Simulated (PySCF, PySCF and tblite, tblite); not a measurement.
# C3H4N2: a path driven as a shift of bonds, and NMR exchange

How fast is a shift of bonds in C3H4N2 (`c1cn[nH]c1`), and when do the exchanging lines merge?

Computed with tblite 0.8.0 (tight binding) and PySCF 2.14.0 (DFT, with response routines of our own); each step states its level. Atoms count from 0 throughout.

### Step 1. The starting structure

9 atoms, charge 0, multiplicity 1; geometry from: force field or distance geometry start.

Bonds of the start (Å): C0–C1 1.39, C0–C4 1.38, C0–H5 1.08, C1–H6 1.09, C1–N2 1.33, C4–H8 1.08, N2–N3 1.36, N3–C4 1.36, N3–H7 1.00.

### Step 2. GFN2-xTB relaxation, start minimum

The job: settings as JSON, then the geometry in Å.

```
{"job": {"xc": "GFN2-xTB", "basis": "xTB", "kind": "relax"}, "charge": 0, "multiplicity": 1}
C     -1.860000     2.227300     2.993300
C     -0.822800     1.302800     2.901900
N     -1.052300     0.332500     2.021900
N     -2.272400     0.662700     1.521200
C     -2.799100     1.783700     2.092200
H     -1.942300     3.101800     3.625200
H      0.113800     1.283200     3.459800
H     -2.670900     0.060000     0.823100
H     -3.761000     2.159500     1.789600
```

On the command line:

```console
OMP_NUM_THREADS=1 python ens_run.py task.json out
```

This one command runs the whole study; its stages follow in the order run.

Log:

```text
step      E/eV     max force
  0    -388.48844    2.061
  1    -388.54130    0.748
  2    -388.54991    0.231
  3    -388.55219    0.123
  4    -388.55268    0.044
  5    -388.55280    0.030
  6    -388.55288    0.025
  7    -388.55293    0.020
  8    -388.55296    0.016
  9    -388.55298    0.012
 10    -388.55300    0.012
 11    -388.55300    0.006
 12    -388.55301    0.003
```

It took 0.05 s on 1 thread of Arm Neoverse V2, shared host.

Relaxing gained 0.065 eV and moved the atoms by 0.02 Å on average (rms).

### Step 3. Relaxed scan, to the middle

The job: settings as JSON, then the geometry in Å.

```
{"job": {"xc": "GFN2-xTB", "basis": "xTB", "coordinate": [["d", [7, 3], 1], ["d", [7, 2], -1]], "kind": "drive"}, "charge": 0, "multiplicity": 1}
C     -1.866302     2.224533     2.989839
C     -0.812918     1.300613     2.910782
N     -1.072401     0.361200     2.024487
N     -2.269323     0.657185     1.528761
C     -2.790419     1.772797     2.079210
H     -1.933699     3.087484     3.619245
H      0.107273     1.289175     3.459672
H     -2.679331     0.066779     0.822747
H     -3.749907     2.153798     1.793497
```

Log:

```text
point  coordinate     E/eV
  0     -0.910     -388.48628
  1     -0.792     -388.28399
  2     -0.663     -387.94053
  3     -0.512     -387.44325
  4     -0.266     -386.79677
  5      0.000     -386.55043
```

It took 0.23 s on 1 thread of Arm Neoverse V2, shared host.

The highest point is number 5, 44.6 kcal/mol above the first.

### Step 4. Relaxed scan, from the middle, back

The job: settings as JSON, then the geometry in Å.

```
{"job": {"xc": "GFN2-xTB", "basis": "xTB", "coordinate": [["d", [7, 3], 1], ["d", [7, 2], -1]], "kind": "drive"}, "charge": 0, "multiplicity": 1}
C     -1.854235     2.228246     2.923106
C     -0.904746     1.221787     2.815989
N     -1.370147     0.223336     2.068145
N     -2.663428     0.602444     1.623528
C     -2.910707     1.810733     2.125678
H     -1.799986     3.117988     3.515953
H      0.069931     1.156762     3.258171
H     -1.753614     0.250911     0.942656
H     -3.839019     2.304929     1.914749
```

Log:

```text
point  coordinate     E/eV
  0     -0.196     -386.68200
  1     -0.392     -387.09150
  2     -0.546     -387.56368
  3     -0.662     -387.93936
  4     -0.760     -388.21018
  5     -0.851     -388.40129
  6     -0.938     -388.51515
  7     -1.020     -388.55290
```

It took 0.27 s on 1 thread of Arm Neoverse V2, shared host.

### Step 5. Relaxed scan, from the middle, on

job is that of step 4.

Log:

```text
point  coordinate     E/eV
  0      0.198     -386.68389
  1      0.392     -387.09151
  2      0.547     -387.56562
  3      0.662     -387.93928
  4      0.760     -388.21055
  5      0.851     -388.40145
  6      0.938     -388.51510
  7      1.020     -388.55294
```

Wall time 0.28 s (1 thread of Arm Neoverse V2, shared host).

### Step 6. Nudged elastic band, leg 1

The job: settings as JSON, then the geometry in Å.

```
{"job": {"xc": "GFN2-xTB", "basis": "xTB", "kind": "neb"}, "charge": 0, "multiplicity": 1}
C     -1.846229     2.217474     2.988144
C     -0.805345     1.279557     2.907837
N     -1.072842     0.350606     2.012968
N     -2.262841     0.666760     1.513169
C     -2.771609     1.785360     2.069214
H     -1.904520     3.076596     3.623710
H      0.111598     1.250864     3.461424
H     -2.676330     0.087289     0.800150
H     -3.724457     2.181176     1.781197
```

Log:

```text
image   E - E0 / eV
  0       0.0000
  1       0.1896
  2       1.0668
  3       2.0025
  4       1.0263
  5       0.1759
  6       0.0000
```

Wall time 0.67 s (1 thread of Arm Neoverse V2, shared host).

The highest point is number 3, 46.2 kcal/mol above the first.

### Step 7. Saddle search, leg 1

The job: settings as JSON, then the geometry in Å.

```
{"job": {"xc": "GFN2-xTB", "basis": "xTB", "kind": "saddle"}, "charge": 0, "multiplicity": 1}
C      0.030549     0.791195     0.572161
C      0.999676    -0.193872     0.442263
N      0.544190    -1.197385    -0.305849
N     -0.766073    -0.845642    -0.721962
C     -1.031195     0.352950    -0.207232
H      0.076177     1.678425     1.170202
H      1.981556    -0.239847     0.871611
H      0.139671    -1.171094    -1.422958
H     -1.974551     0.825270    -0.398237
```

Log:

```text
step      E/eV     max force
  0    -386.55046   0.0201
  1    -386.55053   0.0000
lowest wavenumbers (cm-1): -1575.5 548.9 640.8 675.7 820.9 847.0
```

Wall time 0.33 s (1 thread of Arm Neoverse V2, shared host).

Point group Cs; 1 imaginary mode, 1576i cm⁻¹, carried by H7. Steps downhill from it reached both ends.

### Step 8. DFT refinement, start: PBE0-D3(BJ)/def2-SVP

The job: settings as JSON, then the geometry in Å.

```
{"job": {"xc": "PBE0", "basis": "def2-SVP", "kind": "refine"}, "charge": 0, "multiplicity": 1}
C     -1.866302     2.224533     2.989839
C     -0.812918     1.300613     2.910782
N     -1.072401     0.361200     2.024487
N     -2.269323     0.657185     1.528761
C     -2.790419     1.772797     2.079210
H     -1.933699     3.087484     3.619245
H      0.107273     1.289175     3.459672
H     -2.679331     0.066779     0.822747
H     -3.749907     2.153798     1.793497
```

Log:

```text
step      E/eV     max force
  0     -6143.92046   0.8566
  1     -6143.95019   0.1806
  2     -6143.95059   0.0188
  3     -6143.95059   0.0014
```

Wall time 10 s (1 thread of Arm Neoverse V2, shared host); peak memory 0.49 GiB.

Relaxing gained 0.030 eV and moved the atoms by 0.02 Å on average (rms).

**DFT refinement, saddle of leg 1: PBE0-D3(BJ)/def2-SVP**

The job: settings as JSON, then the geometry in Å.

```
{"job": {"xc": "PBE0", "basis": "def2-SVP", "kind": "refine"}, "charge": 0, "multiplicity": 1}
C      0.030014     0.791355     0.571494
C      0.999317    -0.193758     0.442774
N      0.544067    -1.197687    -0.304240
N     -0.764903    -0.845193    -0.723599
C     -1.031640     0.353162    -0.207889
H      0.077235     1.678337     1.169657
H      1.981431    -0.240404     0.871366
H      0.140535    -1.171122    -1.423064
H     -1.976056     0.825309    -0.396498
```

Log:

```text
step      E/eV     max force
  0     -6141.62612   1.3406
  1     -6141.68284   0.7983
  2     -6141.70055   0.0606
  3     -6141.70090   0.0182
  4     -6141.70093   0.0047
```

Wall time 13 s (1 thread of Arm Neoverse V2, shared host); peak memory 0.48 GiB.

Relaxing gained 0.075 eV and moved the atoms by 0.03 Å on average (rms).

### Step 9. Shieldings, start: PBE0/pcSseg-2

The job: settings as JSON, then the geometry in Å.

```
{"job": {"kind": "nmr", "xc": "PBE0", "basis": "pcSseg-2", "pop": false}, "charge": 0, "multiplicity": 1}
C     -1.866589     2.229963     2.993923
C     -0.810472     1.294925     2.908010
N     -1.066621     0.347217     2.017080
N     -2.263885     0.657414     1.532543
C     -2.795618     1.775565     2.078317
H     -1.941516     3.108135     3.630208
H      0.126950     1.278245     3.463132
H     -2.678195     0.067022     0.823204
H     -3.771081     2.155076     1.781824
```

Log:

```text
coarse grid: 7864 points
cycle   1  E = -225.9863820007  dE =  9.524e-01  |g| = 3.712e-01  |ddm| = 2.166e+00
cycle   2  E = -225.9553143907  dE =  3.107e-02  |g| = 5.279e-01  |ddm| = 7.046e-01
cycle   3  E = -226.0206371511  dE = -6.532e-02  |g| = 9.082e-02  |ddm| = 3.956e-01
cycle   4  E = -226.0222082259  dE = -1.571e-03  |g| = 3.621e-02  |ddm| = 7.342e-02
cycle   5  E = -226.0225017145  dE = -2.935e-04  |g| = 6.411e-03  |ddm| = 2.625e-02
cycle   6  E = -226.0225061296  dE = -4.415e-06  |g| = 4.276e-03  |ddm| = 5.700e-03
cycle   7  E = -226.0225100021  dE = -3.872e-06  |g| = 7.597e-04  |ddm| = 2.793e-03
final grid: 77096 points
cycle   8  E = -226.0273073593  dE = -5.887e-05  |g| = 6.129e-03  |ddm| = 3.307e-02
cycle   9  E = -226.0273044095  dE =  2.950e-06  |g| = 7.254e-03  |ddm| = 9.469e-03
cycle  10  E = -226.0273162814  dE = -1.187e-05  |g| = 1.041e-03  |ddm| = 4.855e-03
cycle  11  E = -226.0273164800  dE = -1.987e-07  |g| = 4.509e-04  |ddm| = 8.786e-04
cycle  12  E = -226.0273165247  dE = -4.462e-08  |g| = 6.732e-05  |ddm| = 2.783e-04
cycle  13  E = -226.0273165252  dE = -5.322e-10  |g| = 4.538e-05  |ddm| = 6.972e-05
cycle  14  E = -226.0273165256  dE = -4.546e-10  |g| = 8.259e-06  |ddm| = 2.989e-05
converged SCF energy = -226.0273165256

GIAO shielding tensors (ppm)
atom      isotropic    diamagn.    paramagn.     s11        s22        s33       span
  0 C       70.992     261.955    -190.963    -11.073     62.298    161.751    172.825
  1 C       36.747     252.771    -216.023    -55.616     34.038    131.820    187.436
  2 N      -77.725     324.816    -402.541   -327.196    -94.749    188.770    515.966
  3 N       39.952     319.924    -279.971    -77.493     67.338    130.012    207.505
  4 C       51.273     257.038    -205.765    -32.731     43.898    142.652    175.383
  5 H       24.705      28.151      -3.446     22.767     25.215     26.132      3.365
  6 H       23.538      31.804      -8.266     21.300     23.513     25.801      4.502
  7 H       21.679      33.433     -11.754     16.372     23.099     25.567      9.195
  8 H       23.729      27.529      -3.800     21.689     24.286     25.212      3.522
```

Wall time 14 s (1 thread of Arm Neoverse V2, shared host); peak memory 0.98 GiB.

Key values: HOMO -7.26 eV, LUMO 0.39 eV; dipole 2.31 D.

### Step 10. Shieldings, saddle of leg 1: PBE0/pcSseg-2

The job: settings as JSON, then the geometry in Å.

```
{"job": {"kind": "nmr", "xc": "PBE0", "basis": "pcSseg-2", "pop": false}, "charge": 0, "multiplicity": 1}
C      0.025622     0.786347     0.581074
C      0.999798    -0.200799     0.446231
N      0.529569    -1.225711    -0.279537
N     -0.781040    -0.872764    -0.699390
C     -1.037085     0.347728    -0.206320
H      0.080815     1.697212     1.174375
H      2.007769    -0.237824     0.859515
H      0.161454    -1.132051    -1.455639
H     -1.986902     0.837863    -0.420310
```

Log:

```text
coarse grid: 7864 points
cycle   1  E = -225.9150323377  dE =  9.176e-01  |g| = 3.254e-01  |ddm| = 2.182e+00
cycle   2  E = -225.9131392579  dE =  1.893e-03  |g| = 3.316e-01  |ddm| = 5.680e-01
cycle   3  E = -225.9377943020  dE = -2.466e-02  |g| = 1.141e-01  |ddm| = 3.294e-01
cycle   4  E = -225.9406711103  dE = -2.877e-03  |g| = 3.531e-02  |ddm| = 9.957e-02
cycle   5  E = -225.9409290837  dE = -2.580e-04  |g| = 8.140e-03  |ddm| = 2.736e-02
cycle   6  E = -225.9409412983  dE = -1.221e-05  |g| = 2.594e-03  |ddm| = 6.372e-03
cycle   7  E = -225.9409427808  dE = -1.482e-06  |g| = 5.007e-04  |ddm| = 1.984e-03
final grid: 77096 points
cycle   8  E = -225.9468351666  dE = -6.739e-05  |g| = 5.789e-03  |ddm| = 3.845e-02
cycle   9  E = -225.9468329511  dE =  2.216e-06  |g| = 6.669e-03  |ddm| = 9.869e-03
cycle  10  E = -225.9468432092  dE = -1.026e-05  |g| = 1.200e-03  |ddm| = 5.320e-03
cycle  11  E = -225.9468434858  dE = -2.766e-07  |g| = 5.182e-04  |ddm| = 1.082e-03
cycle  12  E = -225.9468435475  dE = -6.177e-08  |g| = 4.605e-05  |ddm| = 3.460e-04
cycle  13  E = -225.9468435479  dE = -3.490e-10  |g| = 1.946e-05  |ddm| = 5.043e-05
converged SCF energy = -225.9468435479

GIAO shielding tensors (ppm)
atom      isotropic    diamagn.    paramagn.     s11        s22        s33       span
  0 C       50.373     258.321    -207.948    -45.890     41.582    155.426    201.316
  1 C       25.685     254.122    -228.438    -71.274     17.203    131.124    202.398
  2 N      -50.594     318.424    -369.018   -237.866   -100.777    186.861    424.728
  3 N      -50.584     318.425    -369.009   -237.865   -100.765    186.878    424.743
  4 C       25.685     254.126    -228.441    -71.273     17.204    131.124    202.398
  5 H       23.648      31.584      -7.936     21.355     23.634     25.953      4.599
  6 H       22.879      30.396      -7.517     20.810     22.403     25.424      4.613
  7 H       17.618      22.727      -5.109      5.085     22.847     24.923     19.838
  8 H       22.879      30.396      -7.517     20.811     22.403     25.423      4.613
```

Run time: 16 s. Hardware: 1 thread of Arm Neoverse V2, shared host; peak memory 0.83 GiB.

This run: HOMO -7.91 eV, LUMO -0.16 eV; dipole 2.32 D.

Orbitals, density, ELF and potential are computed afterwards from the orbital file.

Frontier orbitals at PBE0/pcSseg-2, with the share of their density that lies nearest to each atom:

```csv
orbital,energy (eV),lies on
HOMO,-7.91,"N2, N3 about 24 % each; C1, C4 about 21 % each"
LUMO,-0.16,"N2, N3 about 21 % each; C1, C4 about 18 % each; H6, H8 about 7 % each"
```

ELF in a plane through or near 8 of the atoms.

Ten even steps from '0' (0.00) to '9' (1.00):
```
0000000000000000000000000000
0000000000000000000000000000
0000000000000000000000000000
0000000000015765100000000000
0000000000159999510000000000
0000000000159999510000000000
0000001000038998300011000000
0000279973355115533799720000
0000699997578128757999960000
0000799996127667327999970000
0000378875455115545788730000
0000001114786556874111000000
0000000015753663475100000000
0000000148997557998410000000
0000000147885335887410000000
0000000002321001232000000000
0000000000000000000000000000
0000000000000000000000000000
0000000000000000000000000000
0000000000000000000000000000
```
The map spans 9.5 Å across and 9.3 Å up, centred on the molecule. Atoms in the plane (x, y in Å): C0 (0.0, 1.0), C1 (1.1, 0.1), N2 (0.7, -1.1), N3 (-0.7, -1.1), C4 (-1.1, 0.1), H5 (0.0, 2.1), H6 (2.2, 0.4), H8 (-2.2, 0.4).

log10 of the density (e/Å³) in the same plane.

Values, 10 rows by 14 columns:
```
-4.0 -4.0 -4.0 -4.0 -4.0 -4.0 -4.0 -4.0 -4.0 -4.0 -4.0 -4.0 -4.0 -4.0
-4.0 -4.0 -4.0 -4.0 -4.0 -3.4 -2.8 -2.7 -3.1 -3.7 -4.0 -4.0 -4.0 -4.0
-4.0 -4.0 -4.0 -4.0 -3.3 -2.2 -1.3 -1.1 -1.8 -2.7 -3.6 -4.0 -4.0 -4.0
-4.0 -4.0 -3.0 -2.3 -1.9 -1.3 -0.2  0.2 -0.9 -1.6 -2.0 -2.6 -3.6 -4.0
-4.0 -3.2 -2.0 -0.9 -0.1  0.0  0.3  0.5  0.1 -0.1 -0.2 -1.4 -2.7 -4.0
-4.0 -3.4 -2.1 -1.1 -0.3  0.3  0.1 -0.3  0.3  0.0 -0.6 -1.6 -2.9 -4.0
-4.0 -4.0 -3.1 -2.3 -1.1  0.1  0.5  0.3  0.5 -0.4 -1.6 -2.7 -3.7 -4.0
-4.0 -4.0 -3.7 -2.8 -1.7 -0.9 -0.6 -0.6 -0.7 -1.2 -2.2 -3.3 -4.0 -4.0
-4.0 -4.0 -4.0 -3.8 -3.0 -2.5 -2.4 -2.4 -2.4 -2.7 -3.3 -4.0 -4.0 -4.0
-4.0 -4.0 -4.0 -4.0 -4.0 -4.0 -4.0 -4.0 -4.0 -4.0 -4.0 -4.0 -4.0 -4.0
```
The map spans 9.5 Å across and 9.3 Å up, centred on the molecule. Atoms in the plane (x, y in Å): C0 (0.0, 1.0), C1 (1.1, 0.1), N2 (0.7, -1.1), N3 (-0.7, -1.1), C4 (-1.1, 0.1), H5 (0.0, 2.1), H6 (2.2, 0.4), H8 (-2.2, 0.4).

On the surface of density 0.002 e/bohr³ the electrostatic potential runs, from the 1st to the 99th percentile, from -1.38 V near N3 to 1.61 V near H7.

### Step 11. Barriers, rates and exchange

The job: settings as JSON, then the geometry in Å.

```
{"job": {"smiles": "c1cn[nH]c1", "charge": 0, "mult": 1, "motion": "shift", "what": "1,2-shift in an azole", "atoms": [7, 3, 2], "drives": [{"terms": [["d", [7, 3], 1], ["d", [7, 2], -1]], "neg": true, "n": 14}], "study": "path", "level": {"kind": "nmr", "xc": "PBE0", "basis": "pcSseg-2"}, "fields": [80, 270, 900], "first": 4, "seed": 866, "refine": {"xc": "PBE0", "basis": "def2-SVP"}, "kind": "path"}, "charge": 0, "multiplicity": 1}
C     -1.866302     2.224533     2.989839
C     -0.812918     1.300613     2.910782
N     -1.072401     0.361200     2.024487
N     -2.269323     0.657185     1.528761
C     -2.790419     1.772797     2.079210
H     -1.933699     3.087484     3.619245
H      0.107273     1.289175     3.459672
H     -2.679331     0.066779     0.822747
H     -3.749907     2.153798     1.793497
```

Log:

```text
stationary points (kcal/mol above the start)
  n  kind          group   xTB      DFT    lowest mode
  0  minimum      Cs       0.00     0.00     557.3
  1  saddle       Cs      46.18    50.53   -1575.5
  2  minimum      Cs      -0.00     0.00     557.3

GFN2-xTB energies: T/K, barrier G, reaction G (kcal/mol), k forward, k back (1/s)
 150.00    42.05    -0.00   3.34e-49   3.33e-49
 200.00    42.05    -0.00   9.27e-34   9.25e-34
 250.00    42.06    -0.00   1.79e-24   1.79e-24
 298.15    42.06    -0.00   1.85e-18   1.84e-18
 350.00    42.06    -0.00   7.96e-14   7.95e-14
 400.00    42.07    -0.00   1.73e-10   1.73e-10
 500.00    42.08    -0.00   8.42e-06   8.42e-06

PBE0-D3(BJ)/def2-SVP energies: T/K, barrier G, reaction G (kcal/mol), k forward, k back (1/s)
 150.00    47.76    -0.00   1.65e-57   1.65e-57
 200.00    47.75    -0.00   5.47e-40   5.46e-40
 250.00    47.76    -0.00   1.87e-29   1.86e-29
 298.15    47.76    -0.00   1.22e-22   1.22e-22
 350.00    47.76    -0.00   2.19e-17   2.19e-17
 400.00    47.77    -0.00   1.33e-13   1.33e-13
 500.00    47.78    -0.00   2.72e-08   2.71e-08

PBE0/pcSseg-2 + D3(BJ) energies: T/K, barrier G, reaction G (kcal/mol), k forward, k back (1/s)
 150.00    46.41    -0.00   1.51e-55   1.51e-55
 200.00    46.41    -0.00   1.62e-38   1.61e-38
 250.00    46.41    -0.00    2.8e-28    2.8e-28
 298.15    46.41    -0.00   1.19e-21   1.19e-21
 350.00    46.41    -0.00   1.52e-16   1.52e-16
 400.00    46.42    -0.00   7.24e-13   7.24e-13
 500.00    46.44    -0.00   1.05e-07   1.05e-07
```

Run time: 57 s. Hardware: 1 thread of Arm Neoverse V2, shared host; peak memory 0.98 GiB. This counts the whole study up to here.

Barriers by level (kcal/mol; entropies in cal/(mol K)). Zero-point and thermal terms come from xTB in every row. ΔG‡ leaves symmetry out; the rate counts equivalent paths (a factor of 2); effective ΔG‡, where given, is the barrier that would give that rate by Eyring's equation alone:

```csv
level,ΔE‡,with zero-point,ΔH‡,ΔS‡,ΔG‡ (298 K),ΔE of reaction,k at 298 K (1/s),effective ΔG‡
GFN2-xTB,46.18,42.06,42.04,-0.1,42.06,0.00,1.9e-18,41.65
PBE0-D3(BJ)/def2-SVP,51.88,47.76,47.74,-0.1,47.76,0.00,1.2e-22,47.35
PBE0/pcSseg-2 + D3(BJ),50.53,46.41,46.40,-0.1,46.41,0.00,1.2e-21,46.00
```

Sites that the driver pairs across this motion, and where their lines would merge (no couplings; faster rotations or exchange between molecules can average them sooner):

```csv
nucleus,sites: shielding (ppm),proton frequency (MHz),spread (Hz),coalescence (K),lines at 298 K
15N,N2: -77.7; N3: 40.0,80,955,above 800,2
15N,N2: -77.7; N3: 40.0,270,3222,above 800,2
15N,N2: -77.7; N3: 40.0,900,10739,above 800,2
13C,C1: 36.7; C4: 51.3,80,292,above 800,2
13C,C1: 36.7; C4: 51.3,270,986,above 800,2
13C,C1: 36.7; C4: 51.3,900,3288,above 800,2
1H,H6: 23.54; H8: 23.73,80,15,above 800,2
1H,H6: 23.54; H8: 23.73,270,52,above 800,2
1H,H6: 23.54; H8: 23.73,900,172,above 800,2
```

### Step 12. Summary of results

| quantity | value |
| --- | --- |
| barrier (PBE0/pcSseg-2 + D3(BJ)) | ΔE‡ 50.5, ΔG‡(298 K) 46.4 kcal/mol |
| barrier (GFN2-xTB) | ΔE‡ 46.2 kcal/mol |
| rate at 298 K | 1.2e-21 s⁻¹ |
| end of the path | the start, renumbered or mirrored |

What this shows: The barrier is 50.5 kcal/mol at the DFT level (xTB: 46.2); with thermal terms and the count of paths the DFT value gives a rate of 1.2e-21 s⁻¹ at 298 K. An error of 1.4 kcal/mol changes that rate tenfold. The moving atom is hydrogen and the barrier is narrow, so tunnelling, which is left out, should speed the exchange.
